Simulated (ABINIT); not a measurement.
Here is an ABINIT 10.8.3 (patched build) calculation.

The input run.abi:

```
# Pseudopotentials
pp_dirpath "./"
pseudos "Sn.LDA_PW-JTH_sp.xml"

# Structure
acell 3*1.0 Angstrom
rprim
    -1.6664398100     1.7077874900     2.1828021800
     1.7938717800    -1.8589232500     2.3916531200
     1.6937133800     1.8854440200    -2.2975624100
ntypat 1
znucl 50
natom 1
typat 1
chkprim 0
chksymtnons 0
tolsym 1.0e-6
xred
            0.0            0.0            0.0

# Plane-wave basis
ecut 15.0
pawecutdg 30.0
ecutsm 0.5

# k points
kptopt 1
ngkpt 8 7 8
nshiftk 1
shiftk 0.0 0.0 0.0

# Exchange and correlation
ixc 7

# Bands and occupations
nband 6
occopt 3
tsmear 0.00183747

# SCF cycle
nstep 80
tolvrs 1.0e-10

# Output
iomode 3
prteig 0
prtebands 0
prtwf 0
prtden 0

# Relaxation
ionmov 2
optcell 2
ntime 50
tolmxf 2.0e-5
dilatmx 1.08
```

Potentials or basis: JTH PAW LDA v2.0 sp.

Launch:

```bash
$ abinit run.abi > log 2>&1
```

(1) What does it give for the relaxed volume?

(2) What does it give for the space group after relaxing (to 0.05 Å)?

(3) Predict the relaxed cell.

Results:

(1) 25.69 Å³/atom.

(2) P-1 (No. 2).

(3) a = 3.217 Å, b = 3.158 Å, c = 3.288 Å, α = 116.10°, β = 114.54°, γ = 95.36°.

Caveat: this set keeps more shells in the core, which shifts pressures and gaps.
